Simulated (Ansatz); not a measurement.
**Relaxing TiO2**

Theory: DFT r2SCAN, scalar-relativistic, plane waves, PAW (Ansatz 0.2.0). Settings: 500 eV cutoff, 6×6×6 k-mesh, Gaussian smearing of 0.02 eV, no spin polarisation.

What was changed in SiO2: Si → Ti on all its sites, cell and atoms relaxed.

Command:

```bash
ansatz run input.yaml --threads 1 --pin off --max-ram 2560MiB --backend cpu --events-out ev --progress --plain --runs-dir out
```

Input:

```yaml
crystal:
  lattice:
    - [-2.7749777706, 2.7749777706, 4.1034092686]
    - [2.7749777706, -2.7749777706, 4.1034092686]
    - [2.7749777706, 2.7749777706, -4.1034092686]
  atoms:
    - { symbol: Ti, position: [0.0, 0.0, 0.0] }
    - { symbol: Ti, position: [0.75, 0.25, 0.5] }
    - { symbol: O, position: [0.375, 0.2224564639, 0.3474564639] }
    - { symbol: O, position: [0.9724564639, 0.625, 0.8474564639] }
    - { symbol: O, position: [0.7775435361, 0.125, 0.1525435361] }
    - { symbol: O, position: [0.875, 0.0275435361, 0.6525435361] }
basis:
  ecutwfc: 500
kpoints:
  mp_grid: { grid: [6, 6, 6] }
hamiltonian:
  xc: r2scan
scf:
  occupations: { method: gaussian, width: 0.02 }
output:
  forces: true
  stress: true
  eigenvalues: true
relax:
  adjacent_minimum: "off"
  f_tol: 0.01
  max_steps: 60
  cell: { stress_tol: 0.1 }
```

F is the free energy. Steps run on the plane waves of an earlier cell, but the last one, and at times one on the way, on a freshly chosen basis, so a repeated geometry can differ a little in energy.

At step 4 the energy rises: a step can overshoot before the optimiser corrects it.

Steps:

| step | F − F(1) (eV) | largest force component (eV/Å) | V (Å³/atom) | P (GPa) |
| --- | --- | --- | --- | --- |
| 1 | 0.0000 | 0.061 | 21.066 | 0.43 |
| 2 | -0.0069 | 0.077 | 21.293 | 0.14 |
| 3 | -0.0362 | 0.107 | 23.208 | -1.24 |
| 4 | 0.0229 | 0.145 | 22.903 | 4.55 |
| 5 | -0.0509 | 0.000 | 23.396 | 0.29 |
| 6 | -0.0559 | 0.009 | 23.944 | -0.05 |
| 7 | -0.0531 | 0.016 | 24.379 | -0.87 |
| 8 | -0.0566 | 0.008 | 24.052 | -0.07 |
| 9 | -0.0563 | 0.007 | 24.294 | -0.45 |
| 10 | -0.0571 | 0.005 | 24.165 | -0.10 |
| 11 | -0.0575 | 0.002 | 24.182 | 0.00 |
| 12 | -0.0576 | 0.001 | 24.235 | -0.09 |
| 13 | -0.0654 | 0.001 | 24.235 | -0.08 |

Relaxed structure:

```cif
data_structure
_symmetry_space_group_name_H-M 'P 1'
_symmetry_Int_Tables_number 1
_cell_length_a 5.9030
_cell_length_b 5.9030
_cell_length_c 5.9030
_cell_angle_alpha 120.017
_cell_angle_beta 120.017
_cell_angle_gamma 89.971
_cell_volume 145.41
loop_
_atom_site_label
_atom_site_type_symbol
_atom_site_fract_x
_atom_site_fract_y
_atom_site_fract_z
_atom_site_occupancy
Ti1 Ti 0.00000 0.00000 0.00000 1
Ti2 Ti 0.75000 0.25000 0.50000 1
O1 O 0.37500 0.12878 0.25378 1
O2 O 0.87878 0.62500 0.75378 1
O3 O 0.87122 0.12500 0.24622 1
O4 O 0.87500 0.12122 0.74622 1
```

The structure is tetragonal, space group I-42d (No. 122). Conventional cell: a = 5.901 Å, b = 5.901 Å, c = 8.350 Å, α = 90.00°, β = 90.00°, γ = 90.00°. Around Ti (site symmetry -4) lie 4 O at 1.81 Å. O (site symmetry 2) is surrounded by 2 Ti at 1.81 Å.

The run converged. It took 4.4 min on 1 thread of Oxide Virtual Turin-like Processor (Zen 5) (shared host), peak memory 0.83 GiB.